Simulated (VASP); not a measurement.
# ZrN (Fm-3m) in VASP: further runs

Aim: see how the results for ZrN move with the level of theory and the settings. Levels: PBE, LDA. Tasks: relaxation of cell and atoms.

Program: VASP 6.6.1. These are calculated values, not measurements. Logs are shortened: lines on timing, memory, paths and dates and some standing lists are left out, and cuts for length are marked.

## 1. The crystal as given

The structure is cubic, space group Fm-3m (No. 225). Conventional cell: a = 4.600 Å, b = 4.600 Å, c = 4.600 Å, α = 90.00°, β = 90.00°, γ = 90.00°. Zr (site symmetry m-3m) is surrounded by 6 N at 2.30 Å. Around N (site symmetry m-3m) lie 6 Zr at 2.30 Å.

The cell was built by a generator and needn't be a form met in nature.

## 2. Relaxation of cell and atoms, PBE

File INCAR:

```
SYSTEM = ZrN
PREC = Accurate
ENCUT = 600
EDIFF = 1E-6
ISMEAR = 1
SIGMA = 0.1
LREAL = .False.
LASPH = .True.
NELM = 80
ALGO = Normal
ISIF = 3
LWAVE = .False.
LCHARG = .False.
GGA = PE
IBRION = 2
NSW = 90
EDIFFG = -0.01
```

File KPOINTS:

```
Automatic mesh
0
Gamma
  14 14 14
  0 0 0
```

File POSCAR:

```
ZrN
1.0
    0.0000000000      2.3000000000      2.3000000000
    2.3000000000      0.0000000000      2.3000000000
    2.3000000000      2.3000000000      0.0000000000
Zr N
1 1
Direct
    0.0000000000      0.0000000000      0.0000000000
    0.5000000000      0.5000000000      0.5000000000
```

Potentials or basis: VASP PAW PBE potentials, release 64 (Zr_sv, N).

Started as:

```
$ cat potpaw_PBE.64/Zr_sv/POTCAR potpaw_PBE.64/N/POTCAR > POTCAR
$ mpirun -np 1 vasp_std > vasp.out
```

OUTCAR:

```text
SYSTEM = ZrN
   PREC = Accurate
   ENCUT = 600
   EDIFF = 1E-6
   ISMEAR = 1
   LREAL = .False.
   LASPH = .True.
   NELM = 80
   ISIF = 3
   GGA = PE
   IBRION = 2
   NSW = 90
   EDIFFG = -0.01

 ion  position               nearest neighbor table
   1  0.000  0.000  0.000-   2 2.30   2 2.30   2 2.30   2 2.30   2 2.30   2 2.30
   2  0.500  0.500  0.500-   1 2.30   1 2.30   1 2.30   1 2.30   1 2.30   1 2.30

  LATTYP: Found a face centered cubic cell.
 ALAT       =     4.6000000000

  Lattice vectors:

 A1 = (   0.0000000000,   2.3000000000,   2.3000000000)
 A2 = (   2.3000000000,   0.0000000000,   2.3000000000)
 A3 = (   2.3000000000,   2.3000000000,   0.0000000000)

Analysis of symmetry for initial positions (statically):
=====================================================================
 Subroutine PRICEL returns:
 Original cell was already a primitive cell.

 Routine SETGRP: Setting up the symmetry group for a
 face centered cubic supercell.

 Subroutine GETGRP returns: Found 48 space group operations
 (whereof 48 operations were pure point group operations)
 out of a pool of 48 trial point group operations.

The static configuration has the point symmetry O_h .

Analysis of symmetry for dynamics (positions and initial velocities):
=====================================================================
 Subroutine PRICEL returns:
 Original cell was already a primitive cell.

 Routine SETGRP: Setting up the symmetry group for a
 face centered cubic supercell.

 Subroutine GETGRP returns: Found 48 space group operations
 (whereof 48 operations were pure point group operations)
 out of a pool of 48 trial point group operations.

The dynamic configuration has the point symmetry O_h .

 Subroutine INISYM returns: Found 48 space group operations
 (whereof 48 operations are pure point group operations),
 and found     1 'primitive' translations

----------------------------------------------------------------------------------------

                                     Primitive cell

  volume of cell :      24.3340

  direct lattice vectors                    reciprocal lattice vectors
     0.000000000  2.300000000  2.300000000    -0.217391304  0.217391304  0.217391304
     2.300000000  0.000000000  2.300000000     0.217391304 -0.217391304  0.217391304
     2.300000000  2.300000000  0.000000000     0.217391304  0.217391304 -0.217391304

  length of vectors
     3.252691193  3.252691193  3.252691193     0.376532784  0.376532784  0.376532784

  position of ions in fractional coordinates (direct lattice)
     0.000000000  0.000000000  0.000000000
     0.500000000  0.500000000  0.500000000

  ion indices of the primitive-cell ions
   primitive index   ion index
                 1           1
                 2           2

----------------------------------------------------------------------------------------

 KPOINTS: Automatic mesh

Automatic generation of k-mesh.
 Grid dimensions read from file:
 generate k-points for:   14   14   14

 Generating k-lattice:

  Cartesian coordinates                     Fractional coordinates (reciprocal lattice)
    -0.015527950  0.015527950  0.015527950     0.071428571  0.000000000  0.000000000
     0.015527950 -0.015527950  0.015527950     0.000000000  0.071428571  0.000000000
     0.015527950  0.015527950 -0.015527950     0.000000000  0.000000000  0.071428571

  Length of vectors
     0.026895199  0.026895199  0.026895199

  Shift w.r.t. Gamma in fractional coordinates (k-lattice)
     0.000000000  0.000000000  0.000000000

 Subroutine IBZKPT returns following result:
 ===========================================

 Found    104 irreducible k-points:

 Following reciprocal coordinates:
            Coordinates               Weight
  0.000000  0.000000  0.000000      1.000000
  0.071429  0.000000  0.000000      8.000000
  0.142857  0.000000  0.000000      8.000000
  0.214286  0.000000  0.000000      8.000000
  0.285714  0.000000  0.000000      8.000000
  0.357143  0.000000  0.000000      8.000000
[... 16 lines left out ...]
  0.214286  0.142857  0.000000     24.000000
  0.285714  0.142857  0.000000     24.000000
 [... further k-points ...]
   k-points           NKPTS =    104   k-points in BZ     NKDIM =    104   number of bands    NBANDS=     12
   number of dos      NEDOS =    301   number of ions     NIONS =      2
   total plane-waves  NPLWV =  21952
   dimension x,y,z NGX =    28 NGY =   28 NGZ =   28
   dimension x,y,z NGXF=    56 NGYF=   56 NGZF=   56
   ions per type =               1   1
   NGX,Y,Z   is equivalent  to a cutoff of  14.31, 14.31, 14.31 a.u.
   NGXF,Y,Z  is equivalent  to a cutoff of  28.62, 28.62, 28.62 a.u.
 SYSTEM =  ZrN
   PREC   = accura    normal or accurate (medium, high low for compatibility)
   ISTART =      0    job   : 0-new  1-cont  2-samecut
   ICHARG =      2    charge: 1-file 2-atom 10-const
   ISPIN  =      1    spin polarized calculation?
   LNONCOLLINEAR =      F non collinear calculations
   LSORBIT =      F    spin-orbit coupling
   LASPH  =      T    aspherical Exc in radial PAW
   ENCUT  =  600.0 eV  44.10 Ry    6.64 a.u.   6.50  6.50  6.50*2*pi/ulx,y,z
   NELM   =     80;   NELMIN=  2; NELMDL= -5     # of ELM steps
   EDIFF  = 0.1E-05   stopping-criterion for ELM
   LREAL  =      F    real-space projection
   EDIFFG = -.1E-01   stopping-criterion for IOM
   NSW    =     90    number of steps for IOM
   IBRION =      2    ionic relax: 0-MD 1-quasi-New 2-CG
   NFREE  =      1    steps in history (QN), initial steepest desc. (CG)
   ISIF   =      3    stress and relaxation
   ISYM   =      2    0-nonsym 1-usesym 2-fastsym
   POTIM  = 0.5000    time-step for ionic-motion
   TEBEG  =    0.0;   TEEND  =   0.0 temperature during run
   PSTRESS=    0.0 pullay stress
   NELECT =      17.0000    total number of electrons
   NUPDOWN=      -1.0000    fix difference up-down
   EMIN   =  10.00;   EMAX   =-10.00  energy-range for DOS
   EFERMI =   0.00;   METHOD = LEGACY
   ISMEAR =     1;   SIGMA  =   0.10  broadening in eV -4-tet -1-fermi 0-gaus
   EFERMI_NEDOS =   21; number of points for ismear=-14 and -15
   IALGO  =     38    algorithm
   IMIX   =      4    mixing-type and parameters
     AMIX     =   0.40;   BMIX     =  1.00
     AMIX_MAG =   1.60;   BMIX_MAG =  1.00
  volume/ion in A,a.u.               =      12.17        82.11
  Fermi-wavevector in a.u.,A,eV,Ry     =   1.452624  2.745062 28.709889  2.110117
  Thomas-Fermi vector in A             =   2.569985
   LORBIT       =      0    0 simple, 1 ext, 2 COOP (PROOUT), +10 PAW based schemes
   GGA     = PE    functional components
   LHFCALC =     F    Hartree Fock is set to
   AEXX    =    0.0000 exact exchange contribution
   IVDW    =     0    specifies the selected vdW correction
   LEPSILON=     F    determine dielectric tensor
   LRPA    =     F    only Hartree local field effects (RPA)
 conjugate gradient relaxation of ions
 non-spin polarized calculation
 Methfessel and Paxton  Order N= 1 SIGMA  =   0.10
  energy-cutoff  :      600.00
  volume of cell :       24.33
 maximum number of plane-waves:       869
 NGX is ok and might be reduce to    28
   NGX = 13   NGY = 13   NGZ = 13

--------------------------------------- Ionic step        1  -------------------------------------------

 number of electron      17.0000000 magnetization

 Free energy of the ion-electron system (eV)
  ---------------------------------------------------
  ext. energy  EPLUGINS =         0.00000000
  ---------------------------------------------------
  free energy    TOTEN  =       -20.36832206 eV

  energy without entropy =      -20.36728356  energy(sigma->0) =      -20.36797589

------------------------ aborting loop because EDIFF is reached ----------------------------------------

  FORCE on cell =-STRESS in cart. coord.  units (eV):
  Direction    XX          YY          ZZ          XY          YZ          ZX
  --------------------------------------------------------------------------------------
  -------------------------------------------------------------------------------------
  Total       -0.1040245     -0.1040245     -0.1040245      0.0000000      0.0000000      0.0000000
  in kB       -6.8490864     -6.8490864     -6.8490864      0.0000000      0.0000000      0.0000000
  external PRESSURE =      -6.8490864 kB  Pullay stress =       0.0000000 kB
[... 57 lines left out ...]
  energy  without entropy=      -20.3670283751  energy(sigma->0) =      -20.36771324

--------------------------------------- Ionic step        3  -------------------------------------------

 number of electron      17.0000000 magnetization

 Free energy of the ion-electron system (eV)
  ---------------------------------------------------
  ext. energy  EPLUGINS =         0.00000000
  ---------------------------------------------------
  free energy    TOTEN  =       -20.36847433 eV

  energy without entropy =      -20.36744018  energy(sigma->0) =      -20.36812961

 E-fermi :  11.8963     XC(G=0): -12.4673

 val. band max:       11.8916422230   @ k =   0.5000   0.2143   0.0000
 cond. band min:      11.9039214854   @ k =   0.3571   0.1429   0.0714
 fundamental gap:      0.0122792624
 Fermi energy:        11.8963251539

 k-point     1 :       0.0000    0.0000    0.0000
  band No.  band energies     occupation
      1     -37.7352      2.00000
      2     -15.3633      2.00000
      3     -15.3633      2.00000
      4     -15.3633      2.00000
      5      -4.3622      2.00000
      6       9.2342      2.00000
      7       9.2342      2.00000
      8       9.2342      2.00000
      9      11.4808      2.00000
     10      11.4808      2.00000
     11      11.4808      2.00000
     12      13.4445     -0.00000
[... 331 lines left out ...]
 k-point    24 :       0.2857    0.1429    0.0000
  band No.  band energies     occupation
      1     -37.6545      2.00000
      2     -15.9329      2.00000
      3     -15.4881      2.00000
      4     -15.4701      2.00000
      5      -3.3528      2.00000
      6       5.9571      2.00000
      7       7.6038      2.00000
      8       7.9285      2.00000
      9      10.9239      2.00000
     10      13.9599      0.00000
     11      13.9737      0.00000
     12      15.2561      0.00000

 [... further k-points ...]

------------------------ aborting loop because EDIFF is reached ----------------------------------------

  FORCE on cell =-STRESS in cart. coord.  units (eV):
  Direction    XX          YY          ZZ          XY          YZ          ZX
  --------------------------------------------------------------------------------------
  -------------------------------------------------------------------------------------
  Total        0.0010137      0.0010137      0.0010137      0.0000000      0.0000000      0.0000000
  in kB        0.0669303      0.0669303      0.0669303      0.0000000      0.0000000      0.0000000
  external PRESSURE =       0.0669303 kB  Pullay stress =       0.0000000 kB
[... 17 lines left out ...]
  FREE ENERGIE OF THE ION-ELECTRON SYSTEM (eV)
  ---------------------------------------------------
  free  energy   TOTEN  =       -20.3684743272 eV

  energy  without entropy=      -20.3674401846  energy(sigma->0) =      -20.36812961

 reached required accuracy - stopping structural energy minimisation
```

Wall time 35 s (1 thread of Intel Xeon 6975P-C (Granite Rapids), shared host); peak memory 0.19 GiB.

What came out:

```
Free energy                            : -20.3685 eV
Relaxed volume                         : 12.13 Å³/atom
Relaxed cell                           : a = 3.250 Å, b = 3.250 Å, c = 3.250 Å, α = 60.00°, β = 60.00°, γ = 60.00°
Space group after relaxing (to 0.05 Å) : Fm-3m (No. 225)
Energy gained by relaxing              : 0.1 meV/atom
Ionic steps                            : 3
Pressure after relaxing                : 0.0 GPa
Band gap on the k mesh                 : none (metal or under the smearing width)
```

Step by step:
```tsv
step	energy change (eV)	largest force (eV/Å)	pressure (GPa)	volume (Å³)
1	0.0000	0.0000	-0.68	24.33
2	0.0003	0.0000	1.18	24.15
3	-0.0002	0.0000	0.01	24.27
```

Final structure:
```
Zr N
1.0
     0.00000    2.29783    2.29783
     2.29783    0.00000    2.29783
     2.29783    2.29783    0.00000
Zr N
1 1
Direct
  0.00000 0.00000 0.00000
  0.50000 0.50000 0.50000
```

## 3. Relaxation of cell and atoms, PBE

This run uses another cell than the first one, of 12.13 Å³/atom, 0.997 times its volume.

Changes to INCAR since step 2:

```diff
@@ -3,3 +3,3 @@
 ENCUT = 600
-EDIFF = 1E-6
+EDIFF = 1E-7
 ISMEAR = 1
@@ -16,2 +16,2 @@
 NSW = 90
-EDIFFG = -0.01
+EDIFFG = -0.005
```

KPOINTS is that of step 2.

File POSCAR:

```
ZrN                                     
1.0
    0.0000000000      2.2978259645      2.2978259645
    2.2978259645      0.0000000000      2.2978259645
    2.2978259645      2.2978259645      0.0000000000
  Zr              N             
     1     1
Direct
     0.0000000000000000    0.0000000000000000    0.0000000000000000
     0.5000000000000000    0.5000000000000000    0.5000000000000000
```

Potentials or basis: VASP PAW PBE potentials, release 64 (Zr_sv, N).

Started as:

```
$ cat potpaw_PBE.64/Zr_sv/POTCAR potpaw_PBE.64/N/POTCAR > POTCAR
$ mpirun -np 1 vasp_std > vasp.out
```

It took 19 s on 1 thread of Intel Xeon 6975P-C (Granite Rapids), shared host; peak memory 0.19 GiB.

The run converged. Its results:

* Free energy: -20.3684 eV
* Pressure after relaxing: 0.0 GPa
* Band gap on the k mesh: none (metal or under the smearing width)

Final structure:
```
CELL_PARAMETERS angstrom
0.00000 2.29783 2.29783
2.29783 0.00000 2.29783
2.29783 2.29783 0.00000
ATOMIC_POSITIONS crystal
Zr 0.00000 0.00000 0.00000
N 0.50000 0.50000 0.50000
```

Levels at points of the mesh, in eV from the Fermi level:
| k point | band 6 | band 7 | band 8 | band 9 | band 10 | band 11 | band 12 |
| --- | --- | --- | --- | --- | --- | --- | --- |
| (0.00, 0.00, 0.00) | -2.66 | -2.66 | -2.66 | -0.42 | -0.42 | -0.42 | 1.55 |
| (0.50, 0.00, 0.00) | -7.64 | -5.67 | -5.67 | 2.97 | 3.03 | 3.03 | 4.70 |
| (0.50, 0.50, 0.00) | -4.58 | -3.47 | -3.17 | -3.17 | 3.32 | 4.46 | 4.46 |

Caveat: the relaxation stopped at its first step, so nothing moved.

## 4. Relaxation of cell and atoms, LDA

File INCAR:

```
  PREC = Accurate
  ENCUT = 600
  EDIFF = 1E-6
  ISMEAR = 1
  SIGMA = 0.1
  LREAL = False
  LASPH = True
  NELM = 80
  ALGO = Normal
  ISIF = 3
  LWAVE = False
  LCHARG = False
  GGA = CA
  IBRION = 2
  NSW = 90
  EDIFFG = -0.01
```

File KPOINTS:

```
Automatic mesh
0
Gamma
  14 14 14
```

File POSCAR:

```
ZrN
1.0
    0.0000000000      2.3000000000      2.3000000000
    2.3000000000      0.0000000000      2.3000000000
    2.3000000000      2.3000000000      0.0000000000
Zr N
1 1
Direct
    0.0000000000      0.0000000000      0.0000000000
    0.5000000000      0.5000000000      0.5000000000
```

Potentials or basis: VASP PAW LDA potentials, release 64 (Zr_sv, N).

Started as:

```
$ cat potpaw_LDA.64/Zr_sv/POTCAR potpaw_LDA.64/N/POTCAR > POTCAR
$ mpirun -np 1 vasp_std > vasp.out
```

OUTCAR:

```text
PREC = Accurate
   ENCUT = 600
   EDIFF = 1E-6
   ISMEAR = 1
   LREAL = False
   LASPH = True
   NELM = 80
   ISIF = 3
   GGA = CA
   IBRION = 2
   NSW = 90
   EDIFFG = -0.01

 ion  position               nearest neighbor table
   1  0.000  0.000  0.000-   2 2.30   2 2.30   2 2.30   2 2.30   2 2.30   2 2.30
   2  0.500  0.500  0.500-   1 2.30   1 2.30   1 2.30   1 2.30   1 2.30   1 2.30

  LATTYP: Found a face centered cubic cell.
 ALAT       =     4.6000000000

  Lattice vectors:

 A1 = (   0.0000000000,   2.3000000000,   2.3000000000)
 A2 = (   2.3000000000,   0.0000000000,   2.3000000000)
 A3 = (   2.3000000000,   2.3000000000,   0.0000000000)

Analysis of symmetry for initial positions (statically):
=====================================================================
 Subroutine PRICEL returns:
[... 307 lines left out ...]
      6       9.5440      2.00000
      7       9.5440      2.00000
      8       9.5440      2.00000
      9      11.7689      2.00000
     10      11.7689      2.00000
     11      11.7689      2.00000
     12      13.8574     -0.00000
[... 331 lines left out ...]
 k-point    24 :       0.2857    0.1429    0.0000
  band No.  band energies     occupation
      1     -36.8571      2.00000
      2     -15.3670      2.00000
      3     -14.8311      2.00000
      4     -14.8094      2.00000
      5      -2.8271      2.00000
      6       6.1340      2.00000
      7       7.8411      2.00000
      8       8.1721      2.00000
      9      11.1918      2.00000
     10      14.4170      0.00000
     11      14.4397      0.00000
     12      15.7965      0.00000

 [... further k-points ...]

------------------------ aborting loop because EDIFF is reached ----------------------------------------

  FORCE on cell =-STRESS in cart. coord.  units (eV):
  Direction    XX          YY          ZZ          XY          YZ          ZX
  --------------------------------------------------------------------------------------
  -------------------------------------------------------------------------------------
  Total       -0.0067463     -0.0067463     -0.0067463      0.0000000      0.0000000      0.0000000
  in kB       -0.4654759     -0.4654759     -0.4654759      0.0000000      0.0000000      0.0000000
  external PRESSURE =      -0.4654759 kB  Pullay stress =       0.0000000 kB
[... 17 lines left out ...]
  FREE ENERGIE OF THE ION-ELECTRON SYSTEM (eV)
  ---------------------------------------------------
  free  energy   TOTEN  =       -22.4164788513 eV

  energy  without entropy=      -22.4154391643  energy(sigma->0) =      -22.41613229

 reached required accuracy - stopping structural energy minimisation
```

OSZICAR:

```text
N       E                     dE             d eps       ncg     rms          rms(c)
DAV:   1     0.135890504109E+03    0.13589E+03   -0.10247E+04  2496   0.157E+03
DAV:   2    -0.185018020956E+02   -0.15439E+03   -0.14690E+03  2956   0.381E+02
[... 35 lines left out ...]
DAV:   1    -0.224166207338E+02   -0.17712E-03   -0.50622E-03  2528   0.867E-01    0.164E-01
DAV:   2    -0.224164985393E+02    0.12219E-03   -0.30525E-04  2552   0.220E-01    0.492E-02
DAV:   3    -0.224164741506E+02    0.24389E-04   -0.16006E-04  3640   0.119E-01    0.234E-02
DAV:   4    -0.224164762000E+02   -0.20494E-05   -0.28105E-06  2780   0.212E-02    0.127E-02
DAV:   5    -0.224164781906E+02   -0.19905E-05   -0.14648E-06  2080   0.789E-03    0.556E-03
DAV:   6    -0.224164788513E+02   -0.66074E-06   -0.87294E-07  1764   0.730E-03
   4 F= -.22416479E+02 E0= -.22416132E+02  d E =-.435825E-01
```

CONTCAR:

```text
ZrN
   1.00000000000000
    -0.0000000000000000    2.2643811863392034    2.2643811863392034
     2.2643811863392034   -0.0000000000000000    2.2643811863392034
     2.2643811863392034    2.2643811863392034   -0.0000000000000000
  Zr              N
     1     1
Direct
     1.0000000000000000    1.0000000000000000    1.0000000000000000
     0.5000000000000000    0.5000000000000000    0.5000000000000000

  0.00000000E+00  0.00000000E+00  0.00000000E+00
  0.00000000E+00  0.00000000E+00  0.00000000E+00
```

Wall time 46 s (1 thread of Intel Xeon 6975P-C (Granite Rapids), shared host); peak memory 0.18 GiB.

Results:

| Property | Result |
| --- | --- |
| Free energy | -22.4165 eV |
| Relaxed volume | 11.61 Å³/atom |
| Relaxed cell | a = 3.202 Å, b = 3.202 Å, c = 3.202 Å, α = 60.00°, β = 60.00°, γ = 60.00° |
| Space group after relaxing (to 0.05 Å) | Fm-3m (No. 225) |
| Energy gained by relaxing | 21.8 meV/atom |
| Ionic steps | 4 |
| Pressure after relaxing | 0.0 GPa |
| Band gap on the k mesh | none (metal or under the smearing width) |

Step by step:
```tsv
step	energy change (eV)	largest force (eV/Å)	pressure (GPa)	volume (Å³)
1	0.0000	0.0000	-11.99	24.33
2	0.1254	0.0000	29.97	21.27
3	-0.0435	0.0000	-0.37	23.25
4	-0.0436	0.0000	-0.05	23.22
```

Final structure:
```cif
data_structure
_symmetry_space_group_name_H-M 'P 1'
_symmetry_Int_Tables_number 1
_cell_length_a 3.2023
_cell_length_b 3.2023
_cell_length_c 3.2023
_cell_angle_alpha 60.000
_cell_angle_beta 60.000
_cell_angle_gamma 60.000
_cell_volume 23.22
loop_
_atom_site_label
_atom_site_type_symbol
_atom_site_fract_x
_atom_site_fract_y
_atom_site_fract_z
_atom_site_occupancy
Zr1 Zr 0.00000 0.00000 0.00000 1
N1 N 0.50000 0.50000 0.50000 1
```

Levels at points of the mesh, in eV from the Fermi level:
```tsv
k point	band 7	band 8	band 9	band 10	band 11	band 12
(0.00, 0.00, 0.00)	-2.68	-2.68	-0.46	-0.46	-0.46	1.63
(0.50, 0.00, 0.00)	-5.87	-5.87	3.18	3.25	3.25	4.95
(0.50, 0.50, 0.00)	-3.67	-3.15	-3.15	3.53	4.80	4.80
```
